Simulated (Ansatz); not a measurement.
Au: reading a single point

```yaml
crystal:
  lattice:
    - [0.00000, 2.12755, 2.12755]
    - [2.12755, 0.00000, 2.12755]
    - [2.12755, 2.12755, 0.00000]
  atoms:
    - { symbol: Au, position: [0.00000, 0.00000, 0.00000] }
```

Single point in Ansatz 0.2.0 with PBEsol, no spin polarisation. Cutoff 420 eV, PAW datasets, 14×14×14 Γ-centred k mesh, fermi-dirac filling (width 0.1 eV).

(1) Is the cell too large or too small?

(2) Is there a gap?

(3) Describe some of the short contacts.

Origin: a known structure type with other elements, at an estimated volume, so it need not be a known compound. Caveats: atoms or cell far from equilibrium.

Results:

(1) The pressure is -15.0 GPa (compression positive), so with the atoms held at these fractions the cell would first shrink.

(2) It is a metal, with about 0.32 states/eV a cell as the mean within 0.25 eV of the Fermi level.

(3) Au–Au at 3.01 Å: least valence density 0.23 e/Å³ and ELF 0.19 there. These are pseudo-fields; inside the PAW spheres they differ from the all-electron ones.
